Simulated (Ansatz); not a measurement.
## Sn: single point with PBE

Crystal: Sn.

```
Sn
1.0
     0.00000    3.23334    3.23334
     3.23334    0.00000    3.23334
     3.23334    3.23334    0.00000
Sn
2
Cartesian
  4.8500 4.8500 4.8500
  3.2333 3.2333 3.2333
```

This isn't the form of Sn at room conditions, which is tetragonal (white tin).

```
Program             : Ansatz 0.2.0
Task                : single point
Functional          : PBE
Potentials or basis : Ansatz PAW
Cutoff              : 420 eV (not typed: the program's choice for these potentials)
k mesh              : 7 × 7 × 7
Occupations         : gaussian, width 0.012 eV
Spin                : no spin polarisation
```

```yaml
Pressure: 3.8 GPa
Band_gap_on_the_k_mesh: none (metal or under the smearing width)
```

Levels at points of the mesh, in eV from the Fermi level:
| k point | band 12 | band 13 | band 14 | band 15 | band 16 | band 17 |
| --- | --- | --- | --- | --- | --- | --- |
| (0.00, 0.00, 0.00) | -0.60 | 0.04 | 0.04 | 0.04 | 2.12 | 2.12 |

Wall time 3.7 s on 2 threads of Intel(R) Xeon(R) Processor @ 2.50GHz (Skylake/Cascade Lake) (shared host), peak memory 0.34 GiB.
